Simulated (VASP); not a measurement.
Ti: core levels with r2SCAN

Ti:

```xyz
16
Lattice="5.9000 0.0000 0.0000 -2.9500 5.1095 0.0000 0.0000 0.0000 9.3600" Properties=species:S:1:pos:R:3 pbc="T T T"
Ti    0.0000    1.7032    1.1700
Ti    0.0000    1.7032    5.8500
Ti   -1.4750    4.2580    1.1700
Ti   -1.4750    4.2580    5.8500
Ti    2.9500    1.7032    1.1700
Ti    2.9500    1.7032    5.8500
Ti    1.4750    4.2580    1.1700
Ti    1.4750    4.2580    5.8500
Ti    1.4750    0.8516    3.5100
Ti    1.4750    0.8516    8.1900
Ti    0.0000    3.4064    3.5100
Ti    0.0000    3.4064    8.1900
Ti    4.4250    0.8516    3.5100
Ti    4.4250    0.8516    8.1900
Ti    2.9500    3.4064    3.5100
Ti    2.9500    3.4064    8.1900
```

- Program: VASP 6.6.1
- Task: core levels
- Functional: r2SCAN
- Potentials or basis: VASP PAW PBE potentials, release 64 (Ti_sv)
- Cutoff: 520 eV
- k mesh: 6 × 6 × 4
- Occupations: methfessel-paxton, width 0.1 eV
- Spin: no spin polarisation
- Further INCAR settings: ALGO = Normal; EDIFF = 1e-06

- Pressure: -1.8 GPa
- Band gap on the k mesh: none (metal or under the smearing width)

Stress tensor (GPa, compression positive):
```
-1.74  0.00  0.00
 0.00 -1.74  0.00
 0.00  0.00 -1.96
```

Levels at points of the mesh, in eV from the Fermi level:
| k point | band 93 | band 94 | band 95 | band 96 | band 97 | band 98 |
| --- | --- | --- | --- | --- | --- | --- |
| (0.00, 0.00, 0.00) | 0.02 | 0.02 | 0.47 | 0.59 | 0.59 | 0.59 |
| (0.50, 0.00, 0.00) | -0.58 | -0.58 | -0.47 | -0.47 | -0.18 | -0.18 |
| (0.00, 0.00, 0.50) | -0.05 | -0.05 | 0.62 | 0.62 | 0.69 | 0.69 |
| (0.50, 0.00, 0.50) | -0.32 | -0.32 | -0.32 | -0.32 | 0.19 | 0.19 |

Core levels (eV, on the scale of the bands):
```
atom                            levels
1 Ti  1s -4900.5, 2s -537.6, 2p -445.5
2 Ti  1s -4900.5, 2s -537.6, 2p -445.5
3 Ti  1s -4900.5, 2s -537.6, 2p -445.5
4 Ti  1s -4900.5, 2s -537.6, 2p -445.5
5 Ti  1s -4900.5, 2s -537.6, 2p -445.5
6 Ti  1s -4900.5, 2s -537.6, 2p -445.5
```

Wall time 27 min on 4 MPI ranks on AMD EPYC 9R45 96-Core Processor (Zen 5), with other jobs on the host, peak memory 0.72 GiB a rank.

Caveat: the PAW data sets were made with another functional, which shifts forces and pressure a little.
